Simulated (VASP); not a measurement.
## LiF: a GW calculation on PBE orbitals in VASP

INCAR, step 1 (ground state)

```
LWAVE = .TRUE.
LREAL = .FALSE.
LASPH = .TRUE.
PREC = Accurate
EDIFF = 1E-7
NELM = 120
LCHARG = .FALSE.
ISMEAR = 0
SIGMA = 0.01
GGA = PE
ENCUT = 500
```

INCAR, step 2 (empty bands)

```
GGA = PE
LCHARG = .FALSE.
PREC = Accurate
LREAL = .FALSE.
ISMEAR = 0
ENCUT = 500
EDIFF = 1E-7
LASPH = .TRUE.
NBANDS = 126
LWAVE = .TRUE.
ISTART = 1
NELM = 1
SIGMA = 0.01
ALGO = Exact
LOPTICS = .TRUE.
```

INCAR, step 3 (GW)

```
ALGO = EVGW0
ISTART = 1
NBANDS = 126
NBANDSGW = 13
ENCUT = 500
LCHARG = .FALSE.
GGA = PE
NELMGW = 4
EDIFF = 1E-7
PRECFOCK = Fast
ENCUTGWSOFT = 220
ISMEAR = 0
PREC = Accurate
LREAL = .FALSE.
NOMEGA = 64
ENCUTGW = 220
LWAVE = .FALSE.
LASPH = .TRUE.
NELM = 120
SIGMA = 0.01
```

KPOINTS

```
KPOINTS created by Atomic Simulation Environment
0
Gamma
6 6 6
0 0 0
```

POSCAR

```
Li F
 1.0000000000000000
     0.0000000000000000    2.0150000000000001    2.0150000000000001
     2.0150000000000001    0.0000000000000000    2.0150000000000001
     2.0150000000000001    2.0150000000000001    0.0000000000000000
 Li  F
   1   1
Cartesian
  0.0000000000000000  0.0000000000000000  0.0000000000000000
  2.0150000000000001  2.0150000000000001  2.0150000000000001
```

VASP ran with the GW set of PAW datasets (10 valence electrons in the cell).

From OUTCAR

```
k-points           NKPTS =     16   k-points in BZ     NKDIM =    216   number of bands    NBANDS=    126

   NELECT =      10.0000    total number of electrons

   dimension x,y,z NGX =    24 NGY =   24 NGZ =   24
   dimension x,y,z NGXF=    48 NGYF=   48 NGZF=   48

  energy-cutoff  :      500.00
  volume of cell :       16.36
      direct lattice vectors                 reciprocal lattice vectors
     0.000000000  2.015000000  2.015000000    -0.248138958  0.248138958  0.248138958
     2.015000000  0.000000000  2.015000000     0.248138958 -0.248138958  0.248138958
     2.015000000  2.015000000  0.000000000     0.248138958  0.248138958 -0.248138958

 k-points in reciprocal lattice and weights: KPOINTS created by Atomic Simulation Env
   0.00000000  0.00000000  0.00000000       0.005
   0.16666667  0.00000000  0.00000000       0.037
   0.33333333  0.00000000  0.00000000       0.037
   0.50000000  0.00000000  0.00000000       0.019
   0.16666667  0.16666667  0.00000000       0.028
   0.33333333  0.16666667  0.00000000       0.111
   0.50000000  0.16666667  0.00000000       0.111
  -0.33333333  0.16666667  0.00000000       0.111
   ...

 QP shifts <psi_nk| G(iteration)W_0 |psi_nk>: iteration 1
 for sc-GW calculations column KS-energies equals QP-energies in previous step
 and V_xc(KS)=  KS-energies - (<T + V_ion + V_H > + <T+V_H+V_ion>^1  + <V_x>^1)

 k-point   1 :       0.0000    0.0000    0.0000
  band No.  KS-energies  QP-energies   sigma(KS)   V_xc(KS)     V^pw_x(r,r')   Z            occupation Imag(sigma)

      1     -41.9568     -51.6287     -38.7611     -27.4916     -43.2477       0.8582       2.0000       0.1407
      2     -21.0275     -25.4617     -28.1774     -22.5392     -36.7306       0.7864       2.0000       1.1675
      3      -1.0687      -3.8194     -26.2637     -22.8747     -30.6774       0.8116       2.0000       0.1110
      4      -1.0687      -3.8194     -26.2637     -22.8747     -30.6774       0.8116       2.0000       0.1110
      5      -1.0687      -3.8194     -26.2637     -22.8747     -30.6774       0.8116       2.0000       0.1110
      6       7.9857       9.6080      -9.6773     -11.5160      -6.5902       0.8823       0.0000      -0.0694
      7      22.8648      25.0688      -7.2061      -9.7912      -2.9376       0.8526       0.0000      -0.1832
      8      22.8648      25.0688      -7.2061      -9.7912      -2.9376       0.8526       0.0000      -0.1832
      9      22.8648      25.0688      -7.2061      -9.7912      -2.9376       0.8526       0.0000      -0.1832
     10      23.2544      24.8648      -6.5730      -8.4246      -2.6443       0.8697       0.0000      -0.1869
     11      23.2544      24.8648      -6.5730      -8.4246      -2.6443       0.8697       0.0000      -0.1869
     12      23.2544      24.8648      -6.5730      -8.4246      -2.6443       0.8697       0.0000      -0.1869
     13      26.2371      27.1742      -5.5087      -6.5927      -1.0675       0.8645       0.0000      -0.5541

 ...

 QP shifts <psi_nk| G(iteration)W_0 |psi_nk>: iteration 2

 k-point   1 :       0.0000    0.0000    0.0000
  band No. old QP-enery  QP-energies   sigma(KS)   T+V_ion+V_H  V^pw_x(r,r')   Z            occupation Imag(sigma)

      1     -51.6287     -52.9582     -38.7307     -14.4652     -43.2477       0.8483       2.0000       0.1269
      2     -25.4617     -26.4443     -28.1403       1.5116     -36.7306       0.8420       2.0000       1.4362
      3      -3.8194      -4.2937     -26.2102      21.8060     -30.6774       0.8111       2.0000       0.1122
      4      -3.8194      -4.2937     -26.2102      21.8060     -30.6774       0.8111       2.0000       0.1122
      5      -3.8194      -4.2937     -26.2102      21.8060     -30.6774       0.8111       2.0000       0.1122
      6       9.6080       9.7648      -9.7165      19.5017      -6.5902       0.8851       0.0000      -0.0684
      7      25.0688      25.3421      -7.2680      32.6561      -2.9376       0.8559       0.0000      -0.1799
      8      25.0688      25.3421      -7.2680      32.6561      -2.9376       0.8559       0.0000      -0.1799
      9      25.0688      25.3421      -7.2680      32.6561      -2.9376       0.8559       0.0000      -0.1799
     10      24.8648      25.0664      -6.5828      31.6790      -2.6443       0.8712       0.0000      -0.1771
     11      24.8648      25.0664      -6.5828      31.6790      -2.6443       0.8712       0.0000      -0.1771
     12      24.8648      25.0664      -6.5828      31.6790      -2.6443       0.8712       0.0000      -0.1771
     13      27.1742      27.3653      -5.4315      32.8297      -1.0675       0.8529       0.0000      -0.4345

 ...

 QP shifts <psi_nk| G(iteration)W_0 |psi_nk>: iteration 3

 k-point   1 :       0.0000    0.0000    0.0000
  band No. old QP-enery  QP-energies   sigma(KS)   T+V_ion+V_H  V^pw_x(r,r')   Z            occupation Imag(sigma)

      1     -52.9582     -53.1467     -38.7154     -14.4652     -43.2477       0.8473       2.0000       0.1276
      2     -26.4443     -26.6272     -28.1716       1.5116     -36.7306       0.8481       2.0000       1.4991
      3      -4.2937      -4.3781     -26.2037      21.8060     -30.6774       0.8115       2.0000       0.1129
      4      -4.2937      -4.3781     -26.2037      21.8060     -30.6774       0.8115       2.0000       0.1129
      5      -4.2937      -4.3781     -26.2037      21.8060     -30.6774       0.8115       2.0000       0.1129
      6       9.7648       9.7675      -9.7338      19.5017      -6.5902       0.8766       0.0000      -0.0757
      7      25.3421      25.3696      -7.2819      32.6561      -2.9376       0.8556       0.0000      -0.1834
      8      25.3421      25.3696      -7.2819      32.6561      -2.9376       0.8556       0.0000      -0.1834
      9      25.3421      25.3696      -7.2819      32.6561      -2.9376       0.8556       0.0000      -0.1834
     10      25.0664      25.0882      -6.5876      31.6790      -2.6443       0.8704       0.0000      -0.1775
     11      25.0664      25.0882      -6.5876      31.6790      -2.6443       0.8704       0.0000      -0.1775
     12      25.0664      25.0882      -6.5876      31.6790      -2.6443       0.8704       0.0000      -0.1775
     13      27.3653      27.3909      -5.4344      32.8297      -1.0675       0.8533       0.0000      -0.4349

 ...

 QP shifts <psi_nk| G(iteration)W_0 |psi_nk>: iteration 4

 k-point   1 :       0.0000    0.0000    0.0000
  band No. old QP-enery  QP-energies   sigma(KS)   T+V_ion+V_H  V^pw_x(r,r')   Z            occupation Imag(sigma)

      1     -53.1467     -53.1737     -38.7134     -14.4652     -43.2477       0.8479       2.0000       0.1279
      2     -26.6272     -26.6616     -28.1795       1.5116     -36.7306       0.8472       2.0000       1.5105
      3      -4.3781      -4.3934     -26.2029      21.8060     -30.6774       0.8124       2.0000       0.1129
      4      -4.3781      -4.3934     -26.2029      21.8060     -30.6774       0.8124       2.0000       0.1129
      5      -4.3781      -4.3934     -26.2029      21.8060     -30.6774       0.8124       2.0000       0.1129
      6       9.7675       9.7652      -9.7367      19.5017      -6.5902       0.8765       0.0000      -0.0774
      7      25.3696      25.3722      -7.2834      32.6561      -2.9376       0.8555       0.0000      -0.1839
      8      25.3696      25.3722      -7.2834      32.6561      -2.9376       0.8555       0.0000      -0.1839
      9      25.3696      25.3722      -7.2834      32.6561      -2.9376       0.8555       0.0000      -0.1839
     10      25.0882      25.0903      -6.5884      31.6790      -2.6443       0.8704       0.0000      -0.1778
     11      25.0882      25.0903      -6.5884      31.6790      -2.6443       0.8704       0.0000      -0.1778
     12      25.0882      25.0903      -6.5884      31.6790      -2.6443       0.8704       0.0000      -0.1778
     13      27.3909      27.3937      -5.4355      32.8297      -1.0675       0.8533       0.0000      -0.4360

 ...
```

- PBE gap on the mesh: 9.05 eV
- G₀W₀ gap on the mesh: 13.43 eV

These GW values are short of the basis and mesh limit.
